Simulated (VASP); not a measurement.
Wanted: the native input for a VASP 6.6.1 run.

* Task: relaxation of cell and atoms
* Functional: PBEsol
* Dispersion: D3
* Potentials or basis: VASP PAW PBE potentials, release 64 (Ag)
* Cutoff: 600 eV
* k mesh: 11 × 11 × 11
* Occupations: fermi-dirac, width 0.05 eV
* Spin: no spin polarisation
* Further INCAR settings: ALGO = Normal; EDIFF = 1e-06; IBRION = 2; EDIFFG = -0.01; NSW = 60; ISIF = 3

The structure of Ag lies in POSCAR:

```
Ag
1.0
    0.0000000000      2.0427500000      2.0427500000
    2.0427500000      0.0000000000      2.0427500000
    2.0427500000      2.0427500000      0.0000000000
Ag
1
Direct
    0.0000000000      0.0000000000      0.0000000000
```

These files were run (other wordings do the same):

INCAR

```
SYSTEM = Ag
ALGO = Normal ; EDIFF = 1E-6
EDIFFG = -0.01 ; ENCUT = 600
GGA = PS ; IBRION = 2
ISIF = 3 ; ISMEAR = -1
IVDW = 11 ; LASPH = .True.
LCHARG = .False. ; LREAL = .False.
LWAVE = .False. ; NELM = 100
NSW = 60 ; PREC = Accurate
SIGMA = 0.05
```

KPOINTS

```
k-points
0
Gamma
  11 11 11
  0 0 0
```

Potentials or basis: VASP PAW PBE potentials, release 64 (Ag).

Command:

```sh
$ cat potpaw_PBE.64/Ag/POTCAR > POTCAR
$ mpirun -np 1 vasp_std > vasp.out
```

It gave:

The relaxed volume is 15.99 Å³/atom. The relaxed cell is a = 2.828 Å, b = 2.828 Å, c = 2.828 Å, α = 60.00°, β = 60.00°, γ = 60.00°, the space group after relaxing (to 0.05 Å) is Fm-3m (No. 225) and the energy gained by relaxing is 25.6 meV/atom. The ionic steps are 3. The pressure after relaxing is 0.0 GPa, the band gap on the k mesh is none (metal or under the smearing width) and the dispersion energy per atom is -0.431 eV.

Caveat: the PAW data sets were made with another functional, which shifts forces and pressure a little; pairwise dispersion overbinds metals, which lowers pressure and volume.

Run time: 12 s on 1 thread of Intel(R) Xeon(R) Platinum 8488C (Sapphire Rapids), with other jobs on the host, peak memory 0.16 GiB.
